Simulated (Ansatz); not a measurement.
Does relaxation matter for the field gradients of ZrO2 with yttrium replacing Zr?

Start: a supercell of ZrO2 (fluorite type, Fm-3m) built from an entry of the Crystallography Open Database (COD) (the entry's cell lengths or inner coordinates differ somewhat from later room-temperature determinations), with all atoms left at the host's positions.

```
Y Zr O
1.0
     0.00000    5.07000    5.07000
     5.07000    0.00000    5.07000
     5.07000    5.07000    0.00000
Y Zr O
1 7 16
Direct
  0.00000 0.00000 0.00000
  0.00000 0.00000 0.50000
  0.00000 0.50000 0.00000
  0.00000 0.50000 0.50000
  0.50000 0.00000 0.00000
  0.50000 0.00000 0.50000
  0.50000 0.50000 0.00000
  0.50000 0.50000 0.50000
  0.12500 0.12500 0.12500
  0.12500 0.12500 0.62500
  0.12500 0.62500 0.12500
  0.12500 0.62500 0.62500
  0.62500 0.12500 0.12500
  0.62500 0.12500 0.62500
  0.62500 0.62500 0.12500
  0.62500 0.62500 0.62500
  0.37500 0.37500 0.37500
  0.37500 0.37500 0.87500
  0.37500 0.87500 0.37500
  0.37500 0.87500 0.87500
  0.87500 0.37500 0.37500
  0.87500 0.37500 0.87500
  0.87500 0.87500 0.37500
  0.87500 0.87500 0.87500
```

Atom numbers follow the list; atoms alike are taken as one site, whose name carries the number of the first.

Level of theory: DFT, PBE, plane waves and PAW, scalar-relativistic, 420 eV cutoff, Γ-centred 3×3×3 k-points, Fermi–Dirac smearing 0.01 eV, cell charge -1 (Ansatz 0.2.0).

The largest force at the start is 1.8 eV/Å. Relaxing the ions at fixed cell moves them by 0.080 Å at most (atom 9, O) and 0.049 Å rms. End positions:

```
CELL_PARAMETERS angstrom
0.00000 5.07000 5.07000
5.07000 0.00000 5.07000
5.07000 5.07000 0.00000
ATOMIC_POSITIONS crystal
Y 0.00000 0.00000 0.00000
Zr 0.00000 0.00000 0.50000
Zr 0.00000 0.50000 0.00000
Zr 0.00000 0.50000 0.50000
Zr 0.50000 0.00000 0.00000
Zr 0.50000 0.00000 0.50000
Zr 0.50000 0.50000 0.00000
Zr 0.50000 0.50000 0.50000
O 0.12957 0.12957 0.12957
O 0.12957 0.12957 0.61130
O 0.12957 0.61130 0.12957
O 0.12940 0.62353 0.62353
O 0.61130 0.12957 0.12957
O 0.62353 0.12940 0.62353
O 0.62353 0.62353 0.12940
O 0.62353 0.62353 0.62353
O 0.37647 0.37647 0.37647
O 0.37647 0.37647 0.87060
O 0.37647 0.87060 0.37647
O 0.38870 0.87043 0.87043
O 0.87060 0.37647 0.37647
O 0.87043 0.38870 0.87043
O 0.87043 0.87043 0.38870
O 0.87043 0.87043 0.87043
```

```tsv
site	atom	moved (Å)	first shell before	first shell after	V_zz before (10²¹ V/m²)	η before
Y	1	0.000	8 O at 2.20 Å	8 O at 2.28 Å	0.00	–
Zr2	2	0.000	8 O at 2.20 Å	8 O at 2.17–2.20 Å	1.32	0.58
O9	9	0.080	1 Y at 2.20 Å, 3 Zr at 2.20 Å	3 Zr at 2.17 Å, 1 Y at 2.28 Å	-1.89	0.00
O12	12	0.026	4 Zr at 2.20 Å	4 Zr at 2.17–2.20 Å	-0.22	0.00
```

Question: How do the gradients change?

Answer: 

| site | atom | V_zz after | η after | change of V_zz |
| --- | --- | --- | --- | --- |
| Y | 1 | 0.00 | – | 0.00 |
| Zr2 | 2 | 2.22 | 0.43 | +0.90 |
| O9 | 9 | -1.23 | 0.00 | +0.66 |
| O12 | 12 | -0.92 | 0.00 | -0.70 |

The largest change of V_zz is on Zr2, from 1.32 to 2.22. In per cent, |V_zz| changes by +68 on Zr, -35 on O (all sites that start above 0.5). On Zr2 V_xx and V_yy change places (or their axes turn by over 50°), so the two values of η hide a larger change. Other sites without a gradient aren't listed.

The defect repeats with the cell of 24 atoms, so it feels its images: sites between two images don't show the values beside a lone defect, and zeros or small values of η there can come from the images' arrangement. This high-symmetry form of ZrO2 is unstable when cold, to shifts of the oxygen columns, towards the tetragonal form. The symmetry of the cell holds that distortion back, wholly or in part, and it would change the field gradients, the more the larger the distortion. A uniform background compensates the cell's charge. Without spin–orbit coupling (the program notes it for Y and Zr) the gradients are little affected as a rule: paired runs on crystals with a gap mostly move them by under 2 % at such atoms. The cell keeps the host's lattice, where the PBE pressure is 8 GPa (in a charged cell this depends on the convention for the mean potential).
Before: The neighbours have not yet relaxed around the defect (largest force 1.8 eV/Å), so a real crystal will differ.
After: The relaxation keeps the site symmetry m-3m of the start, so the impurity can't leave its site; a start off the site could end lower.
